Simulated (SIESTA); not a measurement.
## CuO in SIESTA: convergence with real-space mesh cutoff

The system is CuO.

```xyz
4
Lattice="2.3446 -1.7134 0.0000 2.3446 1.7134 0.0000 -0.8605 0.0000 5.0594" Properties=species:S:1:pos:R:3 pbc="T T T"
Cu    1.1664    0.8079   -0.0241
Cu    0.7738   -0.8528    2.5159
O     2.0676   -0.2642    1.3205
O     1.6698    0.2901    3.8358
```

The cell isn't the ideal one: atoms moved at random, drawn with an rms of 0.05 Å.

```yaml
Program: SIESTA 5.4.2
Task: single point
Functional: RPBE
Potentials_or_basis: PseudoDojo 0.4 standard (PBE files)
Basis: DZP (energy shift 0.003 Ry; two zetas on semicore shells)
Grid_cutoff: 100 Ry
Energy_shift: 0.003 Ry
k_mesh: 8 × 8 × 4
Occupations: fermi-dirac, width 0.05 eV
Spin: no spin polarisation
```

These are the settings of the first run; the series varies real-space mesh cutoff, with any setting tied to it.

Hardware: 1 thread of Arm Neoverse V1, with other jobs on the host.

**Question.** The values tried are 100 Ry, 150 Ry, 200 Ry, 300 Ry, 400 Ry, 500 Ry, 700 Ry, 900 Ry, 1200 Ry, loosest first. From which on does the largest force stay within 0.005 eV/Å of the tightest run that finished?

**Answer.** From 300 Ry on.

```tsv
real-space mesh cutoff	energy less the tightest run, at zero smearing (meV/atom)	pressure (GPa)	largest force (eV/Å)	SCF cycles	CPU time (s)	peak memory (GiB)
100 Ry	-56.77	15.41	-	13	23	0.16
150 Ry	-8.86	13.91	1.397	13	25	0.17
200 Ry	-6.15	13.83	1.410	13	26	0.17
300 Ry	-1.59	13.67	1.417	13	31	0.18
400 Ry	-0.57	13.64	1.417	13	37	0.21
500 Ry	-0.31	13.63	1.417	13	44	0.23
700 Ry	-0.09	13.62	1.417	13	62	0.3
900 Ry	-0.06	13.63	1.417	13	68	0.32
1200 Ry	0.00	13.63	1.417	13	96	0.42
```

Against the tightest run, the energy stays within 1 meV/atom from 400 Ry on; the pressure stays within 0.1 GPa from 300 Ry on. Values are those asked for, which the program may round to a finer grid. The tightest run that finished is the yardstick and may itself not be fully converged.

Caveat, for the tightest run too: short orbitals over semicore shells can move pressures by several GPa; the potentials were made for another functional, which shifts forces and pressure; the basis of atomic orbitals isn't converged, which shifts pressures, moduli and gaps; the run has no spin polarisation, though such a crystal can be magnetic.
